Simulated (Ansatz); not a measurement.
# Quasi-harmonic thermodynamics of BeTe (F-43m)

How much does BeTe expand with temperature?

What experiment has found for this phase:
- bulk modulus 67 GPa near room temperature (given in “High-Throughput Prediction of Finite-Temperature Properties using the Quasi-Harmonic Approximation”, 2016, arXiv:1603.06924)

Calculated with Ansatz 0.2.0; DFT RPBE, scalar-relativistic, plane waves, PAW.

The database entry behind the starting cell differs from later determinations by our own check (an axis about 1.5 % short against later determinations), so it need not match the best structure at ambient conditions.

## Step 1: The structure

It takes space group F-43m (No. 216, cubic). Conventional cell: a = 5.540 Å, b = 5.540 Å, c = 5.540 Å, α = 90.00°, β = 90.00°, γ = 90.00°. Nearest to Be lie 4 Te at 2.40 Å. Te has 4 Be at 2.40 Å nearest. Farther neighbours and most contacts between anions are not listed.

As a file:

```cif
data_structure
_symmetry_space_group_name_H-M 'F-43m'
_symmetry_Int_Tables_number 216
_cell_length_a 5.5400
_cell_length_b 5.5400
_cell_length_c 5.5400
_cell_angle_alpha 90.000
_cell_angle_beta 90.000
_cell_angle_gamma 90.000
_cell_volume 170.03
loop_
_atom_site_label
_atom_site_type_symbol
_atom_site_symmetry_multiplicity
_atom_site_Wyckoff_symbol
_atom_site_fract_x
_atom_site_fract_y
_atom_site_fract_z
_atom_site_occupancy
Be1 Be 4 a 0.00000 0.00000 0.00000 1
Te1 Te 4 d 0.25000 0.25000 0.75000 1
```

## Step 2: Probe on a coarse mesh

Before spending time, one coarse run tells the gap and the pressure of the starting cell.

Contents of input.yaml:

```yaml
crystal:
  lattice:
    - [0.0, 2.77, 2.77]
    - [2.77, 0.0, 2.77]
    - [2.77, 2.77, 0.0]
  atoms:
    - { symbol: Be, position: [0.0, 0.0, 0.0] }
    - { symbol: Te, position: [0.25, 0.25, 0.25] }
kpoints:
  mp_grid: { grid: [6, 6, 6] }
hamiltonian:
  xc: rpbe
scf:
  occupations: { method: gaussian, width: 0.1 }
output:
  forces: true
  stress: true
  eigenvalues: true
```

Launch:

```console
> ansatz run input.yaml --threads 4 --pin off --max-ram 8192MiB --backend cpu --events-out ev --progress --plain --runs-dir out
```

Numbers of over 12 decimals in the logs are rounded to 6 here.

Log:

```text
Engine: ansatz 0.2.0, x86_64-unknown-linux-gnu
Pseudopotentials: kind: paw
Pseudopotential: Be, paw, valence charge 2, recommended cutoff 420 eV (normal), Be.paw.azcp
Pseudopotential: Te, paw, valence charge 16, recommended cutoff 420 eV (normal), Te.paw.azcp
Functional definition: RPBE
  parameter kappa = 0.804
  parameter beta = 0.066725
  exchange = rpbe_x(kappa = kappa, mu = beta*pi^2/3)
  correlation = pbe_c(beta = beta)
Crystal: 2 atoms, lattice volume = 42.508 Å³
Basis set: ecut = 420 eV, 869 PW (Γ), exchange–correlation on 54×54×54 points (8 copies of the dense FFT grid, shifted against one another)
Bands: 13, of which v1, the nominal top of the filled ones, is band 9 counted from 1 (8 counted from 0)
Symmetry: 24 space group operations
Space group: F-43m (ITA 216), of the structure as read, at distance tolerance 3.5e-5 Å
k-points: 16 of 216 (time reversal used)
Non-local potential: Be, projectors of the file, l = 0: 2, l = 1: 2, l = 2: 1
Non-local potential: Te, projectors of the file, l = 0: 2, l = 1: 2, l = 2: 2, l = 3: 2
PAW form: soft (Blöchl's): semilocal exchange-correlation on the pseudo side does not see the compensation charge
PAW frozen core: Be, regenerated for the run's functional, and the local potential with it (the file was generated under x = pbe(κ = 0.804, μ = 0.219515), c = pbe(β = 0.066725))
PAW frozen core: Te, regenerated for the run's functional, and the local potential with it (the file was generated under x = pbe(κ = 0.804, μ = 0.219515), c = pbe(β = 0.066725))
PAW one-centre angular grid: Be, 110 points (default); XC on 64 Gauss nodes
PAW one-centre angular grid: Te, 590 points (default); XC on 64 Gauss nodes
Initial density: superposition of atomic densities (neutral atoms: chi_scale 0, normalization atom), corrected by the library's trained network
Initial wavefunctions: pseudopotential atomic-orbital guess
Functional: x = rpbe, c = pbe(β = 0.066725)
SCF iter   1: F=—  HF=-7083.168268 eV  |F-HF|=—  |Δ(HF+E_count)|=         —  Δρ=1.69e-3  dr2=8.30e-4  ethr=1.77e-3  ⟨swp⟩=6.0  Hψ=1278  notcnv=0
preconditioner: auto → none  [insulator: Δε(μ)=1.940 eV  Ē_g=10.603 eV  σ=0.100 eV  W_gap=1.00  n_scr=14 (ndim 8)  ℏωp=16.1 eV  f_vac=0.007  D(μ)=0.00/eV (n_scr^D=0)  ε∞_Penn≈3.3]
SCF iter   2: F=—  HF=-7083.168329 eV  |F-HF|=—  |Δ(HF+E_count)|=   6.05e-5  Δρ=8.28e-4  dr2=2.98e-4  ethr=4.61e-6  ⟨swp⟩=2.2  Hψ=480  notcnv=0
SCF iter   3: F=—  HF=-7083.168332 eV  |F-HF|=—  |Δ(HF+E_count)|=   3.38e-6  Δρ=4.41e-4  dr2=4.86e-5  ethr=1.65e-6  ⟨swp⟩=2.8  Hψ=354  notcnv=0
SCF iter   4: F=—  HF=-7083.168444 eV  |F-HF|=—  |Δ(HF+E_count)|=   1.12e-4  Δρ=1.04e-4  dr2=6.82e-6  ethr=2.70e-7  ⟨swp⟩=3.0  Hψ=352  notcnv=0
SCF iter   5: F=—  HF=-7083.168442 eV  |F-HF|=—  |Δ(HF+E_count)|=   2.29e-6  Δρ=2.94e-5  dr2=5.30e-7  ethr=3.79e-8  ⟨swp⟩=3.0  Hψ=354  notcnv=0
SCF iter   6: F=-7083.168442 eV  HF=-7083.168442 eV  |F-HF|=3.05e-10  |Δ(HF+E_count)|=   1.55e-7  Δρ=2.22e-6  dr2=3.76e-9  ethr=5.56e-10  ⟨swp⟩=6.6  Hψ=1038  notcnv=0
SCF 1 converged in 6 iterations: F = -7083.168442 eV  dr2 = 3.76e-9
  greatest PAW one-centre occupation: 0.997 electrons in one spin orbital (limit 2), on the Te atom at site 1 (counted from 0), in its partial waves of l = 2
SCF converged after 6 iterations
Free energy (F): -7083.168442 eV
Harris-Foulkes:  -7083.168442 eV  (|F-HF|=3.05e-10)
Internal energy: -7083.168442 eV  (E = F + TS)
E sigma→0 (E₀):  -7083.168442 eV
Fermi energy:    9.161961 eV
--- Per-component energies (eV) ---
  E_band       = -256.696281
  E_kinetic    = 200.922146
  E_local      = -1326.168181  (includes V_loc(G=0)·N_el)
  E_nonlocal   = -306.042273
  E_hartree    = 840.684143
  E_xc         = -144.090130
  E_vxc        = -124.687575  (∫ρ·V_xc dr)
  E_paw        = -4732.512695  (= ΣΔE_a)
  E_vpaw       = -382.088768  (= ΣTr[D̂ρ^β])
  E_aug_tail   = -0.000209  (compensation charges beyond the density's cutoff)
  E_ewald      = -1615.915793
  E_core_change = -0.045450  (= ΣΔE_core)
  E_smearing   = -0.000000  (= −TS)
  E_closure    = 0.000000  (closes the sum)
  Σ components = -7083.168442   (vs F -7083.168442, Δ=0.00e0)
--- Forces (eV/Å), atoms counted from 1 ---
  atom   1  Be     0.00000000    -0.00000000     0.00000000
  atom   2  Te     0.00000000    -0.00000000     0.00000000
  max |Σ_I F_I| component: 3.15e-16 eV/Å
--- Stress (GPa, compression-positive) ---
        6.029547      -0.000000      -0.000000
        0.000000       6.029547       0.000000
       -0.000000       0.000000       6.029547
  P = ⅓ Tr σ = 6.0295 GPa (60.295 kbar)
--- Band table (eV; the first three rows and the last of 16) ---
  k-point 0: bands = [... 5 lower, -4.4272, 8.1871, 8.1871, 8.1871, 11.7950, 11.7950, 11.7950, 12.4771]
  k-point 1: bands = [... 5 lower, -4.1492, 6.1082, 7.7758, 7.7758, 11.8115, 12.3766, 12.3766, 14.3476]
  k-point 2: bands = [... 5 lower, -3.4449, 3.5100, 7.1980, 7.1980, 11.5583, 12.8467, 12.8467, 16.1688]
  k-point 15: bands = [... 5 lower, -2.3816, 3.1615, 4.5827, 4.8936, 11.9641, 12.5095, 15.7782, 16.0620]
```

The job ended after 0.45 s (4 threads of Intel Xeon Platinum 8488C (Sapphire Rapids), shared host; peak memory 0.36 GiB; 1.1 s of CPU time).

The column dr2 measures how far the density is from self-consistency, as an energy; F and HF (Harris–Foulkes) agree once it is small.

This step gave:

```yaml
pressure: 6.030 GPa
gap_on_the_k_mesh: 1.950 eV
volume_per_atom: 21.25 Å³
```

The start is under 6.0 GPa at this level and looks like an insulator or semiconductor on this mesh.

## Step 3: Finding the static equilibrium

The vibrations must be taken about the equilibrium of this functional, not about the starting cell, so the structure is relaxed.

input.yaml, the sections that differ from step 2:

```yaml
kpoints:
  mp_grid: { grid: [8, 8, 8] }
scf:
  occupations: { method: gaussian, width: 0.02 }
output:
  forces: true
  stress: true
  eigenvalues: true
  write_density: true
  write_potential: true
  elf: true
  volumetric_format: npy
relax:
  adjacent_minimum: "off"
  f_tol: 0.005
  max_steps: 80
  cell: { stress_tol: 0.05 }
# crystal, hamiltonian: as in step 2
```

Log:

```text
[...]
Crystal: 2 atoms, lattice volume = 42.508 Å³
Basis set: ecut = 420 eV, 869 PW (Γ), exchange–correlation on 54×54×54 points (8 copies of the dense FFT grid, shifted against one another)
Bands: 13, of which v1, the nominal top of the filled ones, is band 9 counted from 1 (8 counted from 0)
Symmetry: 24 space group operations
[...]
k-points: 29 of 512 (time reversal used)
[...]
SCF iter   1: F=—  HF=-7083.174435 eV  |F-HF|=—  |Δ(HF+E_count)|=         —  Δρ=1.67e-3  dr2=7.67e-4  ethr=1.77e-3  ⟨swp⟩=6.8  Hψ=2450  notcnv=0
[...]
SCF iter   6: F=-7083.174568 eV  HF=-7083.174568 eV  |F-HF|=2.62e-10  |Δ(HF+E_count)|=   2.19e-7  Δρ=2.26e-6  dr2=2.47e-9  ethr=5.56e-10  ⟨swp⟩=7.0  Hψ=2371  notcnv=0
SCF 1 converged in 6 iterations: F = -7083.174568 eV  dr2 = 2.47e-9
[...]
relax step   1: F+E_penalty+E_count = -7083.17456771 eV  Δ(F+E_penalty+E_count) = +0.000e0 eV  max|allowed force component| = 1.214e-16 eV/Å  Δτ_max = 0.0000 Å  P = +5.983 GPa  Ω = 42.508 Å³  (6 SCF iters, dr2 threshold 1.00e-7 eV, accepted)
Crystal: 2 atoms, lattice volume = 47.886 Å³
Basis set: ecut = 420 eV, 941 PW (Γ), exchange–correlation on 54×54×54 points (8 copies of the dense FFT grid, shifted against one another)
[...]
iter 1 solved again at ethr=3.21e-4 eV; its pass at ethr=3.10e-3 eV (dr2=5.78e-2 eV) is discarded
[...]
SCF iter   6: F=-7083.241368 eV  HF=-7083.241368 eV  |F-HF|=1.36e-8  |Δ(HF+E_count)|=   2.14e-6  Δρ=2.09e-6  dr2=1.46e-9  ethr=1.11e-9  ⟨swp⟩=11.7  Hψ=2901  notcnv=0
SCF 2 converged in 6 iterations: F = -7083.241368 eV  dr2 = 1.46e-9
relax step   2: F+E_penalty+E_count = -7083.24136826 eV  Δ(F+E_penalty+E_count) = -6.680e-2 eV  max|allowed force component| = 4.048e-17 eV/Å  Δτ_max = 0.0000 Å  P = -1.259 GPa  Ω = 47.886 Å³  energy of the carried Pulay correction = -8.168e-4 eV  (6 SCF iters, dr2 threshold 2.00e-7 eV, accepted)
Crystal: 2 atoms, lattice volume = 46.855 Å³
[...]
SCF iter   5: F=-7083.246190 eV  HF=-7083.246190 eV  |F-HF|=1.62e-8  |Δ(HF+E_count)|=   1.04e-6  Δρ=4.12e-6  dr2=4.57e-9  ethr=1.11e-9  ⟨swp⟩=10.9  Hψ=2796  notcnv=0
SCF 3 converged in 5 iterations: F = -7083.246190 eV  dr2 = 4.57e-9
relax step   3: F+E_penalty+E_count = -7083.24619042 eV  Δ(F+E_penalty+E_count) = -4.822e-3 eV  max|allowed force component| = 5.725e-17 eV/Å  Δτ_max = 0.0000 Å  P = -0.174 GPa  Ω = 46.855 Å³  energy of the carried Pulay correction = -6.679e-4 eV  (5 SCF iters, dr2 threshold 2.00e-7 eV, accepted)
[...]
relax step   4: F+E_penalty+E_count = -7083.24629888 eV  Δ(F+E_penalty+E_count) = -1.085e-4 eV  max|allowed force component| = 4.308e-17 eV/Å  Δτ_max = 0.0000 Å  P = +0.007 GPa  Ω = 46.694 Å³  energy of the carried Pulay correction = -6.443e-4 eV  (4 SCF iters, dr2 threshold 7.58e-8 eV, accepted)
Basis set: ecut = 420 eV, 941 PW (Γ), exchange–correlation on 60×60×60 points (8 copies of the dense FFT grid, shifted against one another)
[...]
SCF iter   6: F=-7083.247006 eV  HF=-7083.247006 eV  |F-HF|=1.26e-10  |Δ(HF+E_count)|=  5.79e-10  Δρ=1.53e-7  dr2=1.35e-11  ethr=1.00e-12  ⟨swp⟩=7.4  Hψ=1776  notcnv=0
SCF 5 converged in 6 iterations: F = -7083.247006 eV  dr2 = 1.35e-11
relax step   5: F+E_penalty+E_count = -7083.24700609 eV  Δ(F+E_penalty+E_count) = -7.072e-4 eV  max|allowed force component| = 5.089e-17 eV/Å  Δτ_max = 0.0000 Å  P = +0.012 GPa  Ω = 46.694 Å³  stress off target by 1.20e-2 GPa  SCF on the basis re-selected at this cell (its energy is not comparable with the rows above)  (6 SCF iters)
basis re-selected at this cell: Δ(F+E_penalty+E_count) = -7.072e-4 eV, ΔP = +0.005 GPa vs the last step (what re-selecting the basis moved, of the pressure what is left beyond the Pulay correction that the steps carried, after the strain that the cell walked since its last selection, with what the two solves' SCF thresholds leave and, on support functions, any second-order correction that the steps lacked; it is no measure of the basis error at this ecutwfc). The dense FFT grid was sized anew with the basis: this SCF ran on 30×30×30 points, the steps before it on 27×27×27, so part of this shift can come from that change (see relax.cell in the input reference). [rest of the remark cut]
SCF converged after 6 iterations
Free energy (F): -7083.247006 eV
[...]
Internal energy: -7083.247006 eV  (E = F + TS)
E sigma→0 (E₀):  -7083.247006 eV
Fermi energy:    8.011331 eV
[...]
--- Stress (GPa, compression-positive) ---
        0.011981       0.000000      -0.000000
       -0.000000       0.011981       0.000000
        0.000000       0.000000       0.011981
  P = ⅓ Tr σ = 0.0120 GPa (0.120 kbar)
--- Band table (eV; the first three rows and the last of 29) ---
  k-point 0: bands = [... 5 lower, -5.0733, 6.9150, 6.9150, 6.9150, 10.5169, 10.6032, 10.6032, 10.6032]
  k-point 1: bands = [... 5 lower, -4.9353, 5.6688, 6.6999, 6.6999, 10.4348, 10.9256, 10.9256, 11.8509]
  k-point 2: bands = [... 5 lower, -4.5569, 3.7656, 6.2916, 6.2916, 10.1933, 11.4404, 11.4404, 13.8053]
  k-point 28: bands = [... 5 lower, -3.3604, 2.5173, 3.4815, 3.9453, 12.2859, 12.4536, 12.6016, 12.9474]
--- Relaxed structure (4 steps of the walk, 4 accepted, 1 SCFs on fresh bases) ---
  F+E_penalty+E_count = -7083.24700609 eV   max|allowed force component| = 5.089e-17 eV/Å   (the final SCF, on the basis selected at the relaxed cell)
  cell:  # Å, volume = 46.6942 Å³
    - [0, 2.858102, 2.858102]
    - [2.858102, 0, 2.858102]
    - [2.858102, 2.858102, 0]
  atoms:
    - { symbol: Be, position: [0, 0, 0] }
    - { symbol: Te, position: [0.25, 0.25, 0.25] }
```

Run time: 3.2 s. Hardware: 4 threads; peak memory 0.41 GiB; 11 s of CPU time.

Relaxation path:

| step | energy less that of the first step (eV) | largest force component (eV/Å) | pressure (GPa) | volume (Å³) |
| --- | --- | --- | --- | --- |
| 1 | 0.0000 | 0.0000 | 5.98 | 42.51 |
| 2 | -0.0668 | 0.0000 | -1.26 | 47.89 |
| 3 | -0.0716 | 0.0000 | -0.17 | 46.86 |
| 4 | -0.0717 | 0.0000 | 0.01 | 46.69 |
| 5* | -0.0724 | 0.0000 | 0.01 | 46.69 |

Relaxation steps marked * repeat the geometry before them on a plane-wave basis chosen anew for their cell, so energy and pressure can jump there.

The run keeps the 24 symmetry operations that it works with, so distortions that break them were not tested.

| conventional cell, symmetrised | before | after | change |
| --- | --- | --- | --- |
| a (Å) | 5.540 | 5.716 | +3.2 % |
| b (Å) | 5.540 | 5.716 | +3.2 % |
| c (Å) | 5.540 | 5.716 | +3.2 % |
| volume (Å³/atom) | 21.25 | 23.35 | +9.8 % |

The relaxed structure:

```xyz
2
Lattice="0.0000 2.8581 2.8581 2.8581 0.0000 2.8581 2.8581 2.8581 0.0000" Properties=species:S:1:pos:R:3 pbc="T T T"
Be    0.0000    0.0000    0.0000
Te    1.4291    1.4291    1.4291
```

This step gave:

```
pressure          : 0.01198 GPa
gap on the k-mesh : 2.193 eV
volume per atom   : 23.35 Å³
```

Valence density in the ac plane of a cell with a along [110], b along [-110] and c along [001] of the cube at fractional y = 0.000, with atoms of Be and Te within 0.2 Å of it. It is the smooth field of the valence electrons, not physical close to the nuclei.

Ten steps, logarithmic in the rise over the least value, from '0' (0 e/Å³) to '9' (15 e/Å³), each cell a mean:
```
11222222221112222222221
12233443322112234543221
11236886321112347874321
11247997421112369996321
01247997421001358985210
00135664210001236763210
00112332110000123332100
00011111100000011211000
00000000000000000000000
00000000000000000000000
00000000000000000000000
00000000000000000000000
11000000001110000000001
11000000001111000000011
11100000011111100000111
01111111111011111111111
```
Columns run along a (8.1 Å), rows up along c (5.7 Å), edges of the conventional cell, whose origin can differ from the input's. Atoms in or near the plane, at fractional coordinates: Be at (0.50, 0.00), Be at (0.00, 0.00), Te at (0.75, 0.75), Te at (0.25, 0.75).

Electrostatic potential energy in the ac plane of a cell with a along [110], b along [-110] and c along [001] of the cube at fractional y = 0.000, with atoms of Be and Te within 0.2 Å of it. With pseudopotentials it is smooth inside the atoms' cores, unlike the true potential.

Ten even steps from '_' (-24 eV) to '@' (36 eV), each cell a mean:
```
__..================______::==============::__
::--====::::::::====--::::====--::::::--====::
======::--####--::==========--::**%%**::--====
++++==::**@@@@**::==++++++++----@@@@@@----++++
++++==::++@@@@++::==++++++++----%%@@%%----++++
++++==--::====::--++++++++++==::--++--::==++++
++++++==--::::--==++++++++++++==--::--==++++++
++++++++++====++++++++++++++++++++==++++++++++
++++++++++++++++++++++++++++++++++++++++++++++
++++++++++++++++++++++++++++++++++++++++++++++
++++++++++++++++++++++++++++++++++++++++++++++
++++++++++++++++++++++++++++++++++++++++++++++
++++++++++++++++++++++++++++++++++++++++++++++
--==++++++++++++++++==--====++++++++++++++====
__::==++++++++++++==::__..--++++++++++++==--..
____--++++++++++++--______::==++++++++++==::__
```
Columns run along a (8.1 Å; values clipped at the 3rd and 97th percentile), rows up along c (5.7 Å), edges of the conventional cell, whose origin can differ from the input's. Atoms in or near the plane, at fractional coordinates: Be at (0.50, 0.00), Be at (0.00, 0.00), Te at (0.75, 0.75), Te at (0.25, 0.75).

ELF in the ac plane of a cell with a along [110], b along [-110] and c along [001] of the cube at fractional y = 0.000, with atoms of Be and Te within 0.2 Å of it. It is the smooth field of the valence electrons, not physical close to the nuclei.

Ten even steps from '_' (0.00) to '@' (0.87), each cell a mean:
```
__--%%@@%%****%%@@%%--__..**@@%%##**##%%@@**..
::##@@%%**++++**%%@@##::==@@@@##++==++##@@@@==
==%%@@##--....==##@@##==**@@%%++::..::++%%@@**
--**##++::____::++##**--==##**==______==####==
..==**++::____::++**==..--****==..__..==****::
__--****==----==**++::__..==**++--::--++**==..
__..==****++++****==..____::++****++****++::__
____..==********==..________--++**##**++::____
______..::====::..____________::--==--::______
__________....____________________..__________
..____________________..______________________
::....____________....::::..______________..::
----..____________..------::..__________..::--
----::..________..::------::....______....::--
__..::::::::::::::::..__..::::::::::::::::::..
____==************==______::++**********++::__
```
Columns run along a (8.1 Å), rows up along c (5.7 Å), edges of the conventional cell, whose origin can differ from the input's. Atoms in or near the plane, at fractional coordinates: Be at (0.50, 0.00), Be at (0.00, 0.00), Te at (0.75, 0.75), Te at (0.25, 0.75).

The relaxation ends with a pressure of 0.01 GPa.

## Step 4: A second relaxation

The relaxation is run once more from where the first one ended, as the script does after a large change of volume or of the gap, with mesh and occupations reviewed.

input.yaml, the sections that differ from step 3:

```yaml
crystal:
  lattice:
    - [0.0, 2.8581015414, 2.8581015414]
    - [2.8581015414, 0.0, 2.8581015414]
    - [2.8581015414, 2.8581015414, 0.0]
  atoms:
    - { symbol: Be, position: [0.0, 0.0, 0.0] }
    - { symbol: Te, position: [0.25, 0.25, 0.25] }
output:
  forces: true
  stress: true
  eigenvalues: true
# kpoints, hamiltonian, scf, relax: as in step 3
```

Log:

```text
[...]
Crystal: 2 atoms, lattice volume = 46.694 Å³
Basis set: ecut = 420 eV, 941 PW (Γ), exchange–correlation on 60×60×60 points (8 copies of the dense FFT grid, shifted against one another)
Bands: 13, of which v1, the nominal top of the filled ones, is band 9 counted from 1 (8 counted from 0)
Symmetry: 24 space group operations
[...]
k-points: 29 of 512 (time reversal used)
[...]
k-point 28: bands = [... 5 lower, -3.3604, 2.5173, 3.4815, 3.9453, 12.2859, 12.4536, 12.6016, 12.9474]
--- Relaxed structure (1 steps of the walk, 1 accepted, 1 SCFs on fresh bases) ---
[...]
cell:  # Å, volume = 46.6942 Å³
    - [0.0, 2.8581015414, 2.8581015414]
    - [2.8581015414, 0.0, 2.8581015414]
    - [2.8581015414, 2.8581015414, 0.0]
  atoms:
    - { symbol: Be, position: [0.0, 0.0, 0.0] }
    - { symbol: Te, position: [0.25, 0.25, 0.25] }
[key lines of the parts left out:]
SCF converged after 4 iterations
Free energy (F): -7083.247006 eV
Fermi energy:    8.011323 eV
P = ⅓ Tr σ = 0.0120 GPa (0.120 kbar)
```

It took 1.2 s on 4 threads; peak memory 0.38 GiB; 3.6 s of CPU time.

Little changed from the start: no atom moved by 0.005 Å and no cell edge by 0.1 %.

Numbers from this step:

| Property | Result |
| --- | --- |
| pressure | 0.01200 GPa |

(Part 1 of 2 ends here.)

[Logs are printed without paths, hosts, clocks, repeated set-up lines and the standing remarks that a program may print on its own settings, such as how far it seeks lower states.]

[Hosts, paths, dates, database ids (printed as entryN), source tags and the programs' standing remarks are cut or masked in the printed files.]

[A step with changed settings may run another functional than the one named; its input shows which.]
